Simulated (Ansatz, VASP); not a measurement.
## KF in VASP and in Ansatz

Contents of INCAR:

```
PREC = Accurate
ENCUT = 520
EDIFF = 1E-6
ISMEAR = -1
SIGMA = 0.01
LREAL = False
LASPH = True
NELM = 80
ALGO = Normal
ISIF = 2
LWAVE = False
LCHARG = False
GGA = PS
NBANDS = 15
```

The input KPOINTS:

```
Automatic mesh
0
Gamma
  9 9 9
```

File POSCAR:

```
KF
1.0
    0.0000000000      2.7086816661      2.7086816661
    2.7086816661      0.0000000000      2.7086816661
    2.7086816661      2.7086816661      0.0000000000
K F
1 1
Direct
    0.0000000000      0.0000000000      0.0000000000
    0.5000000000      0.5000000000      0.5000000000
```

Input for Ansatz:

```yaml
crystal:
  lattice:
    - [0.0, 2.7086816661, 2.7086816661]
    - [2.7086816661, 0.0, 2.7086816661]
    - [2.7086816661, 2.7086816661, 0.0]
  atoms:
    - { symbol: K, position: [0.0, 0.0, 0.0] }
    - { symbol: F, position: [0.5, 0.5, 0.5] }
kpoints:
  mp_grid: { grid: [9, 9, 9] }
  band_path:
    path:
      - [0.0, 0.0, 0.0]
      - [0.5, 0.0, 0.5]
      - [0.625, 0.25, 0.625]
      - [0.375, 0.375, 0.75]
      - [0.0, 0.0, 0.0]
      - [0.5, 0.5, 0.5]
      - [0.5, 0.25, 0.75]
      - [0.5, 0.0, 0.5]
    npoints: 5
scf:
  occupations: { method: fermi_dirac, width: 0.01 }
hamiltonian:
  xc: pbesol
  pseudopotentials: { kind: all_electron, lapw: { basis_error: 0.001 } }
output:
  forces: true
  stress: true
  eigenvalues: true
```

Change from the starting cell: volume scaled by 1.04.

Alike in both runs: task single point; functional PBEsol; k mesh 9 × 9 × 9; occupations fermi-dirac, width 0.01 eV; no spin polarisation.

|  | VASP | Ansatz |
| --- | --- | --- |
| version | VASP 6.6.1 | Ansatz 0.2.0 |
| potentials or method | VASP PAW PBE potentials, release 64 (K_sv, F) | all-electron LAPW, scalar-relativistic |
| plane-wave cutoff (eV) | 520 | see its input |

```tsv
	VASP	Ansatz	Ansatz less VASP
gap on the k mesh at the Fermi level (eV)	5.83	5.84	+0.011
pressure (GPa)	-1.8	-1.8	-0.01
```

Ansatz ran all-electron here, so the differences hold the error of VASP's frozen core and of both bases.

Caveats: the PAW data sets were made with another functional, which shifts forces and pressure a little (VASP); an odd mesh through Γ misses points on the zone boundary, where band edges often lie.
